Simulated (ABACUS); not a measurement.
The system is AlN.

```xyz
2
Lattice="0.0000 2.1840 2.1840 2.1840 0.0000 2.1840 2.1840 2.1840 0.0000" Properties=species:S:1:pos:R:3 pbc="T T T"
Al    0.0000    0.0000    0.0000
N     1.0920    1.0920    1.0920
```

Measurements of this composition are mostly on another form, of space group No. 186.

Base run:

* Program: ABACUS 3.10.1
* Functional: BLYP
* Dispersion: D3(BJ)+ABC
* Potentials or basis: PseudoDojo NC SR 0.4.1 PBE standard
* Cutoff: 1143 eV
* Density cutoff: 4572 eV
* Basis: plane waves
* k mesh: 10 × 10 × 10
* Occupations: fermi-dirac, width 0.05 eV
* Spin: no spin polarisation

Its results: band gap on the k mesh 3.70 eV, indirect (least direct gap 4.51 eV); pressure 0.7 GPa.

Q: The run is repeated on the same cell with these changes: dispersion from D3(BJ)+ABC to D3(BJ). What comes out?

A: Band gap on the k mesh 3.70 eV, indirect (least direct gap 4.51 eV); pressure 0.2 GPa.

Caveats: the potentials were made for another functional, which shifts forces and pressure.

A k mesh can miss the band edges.
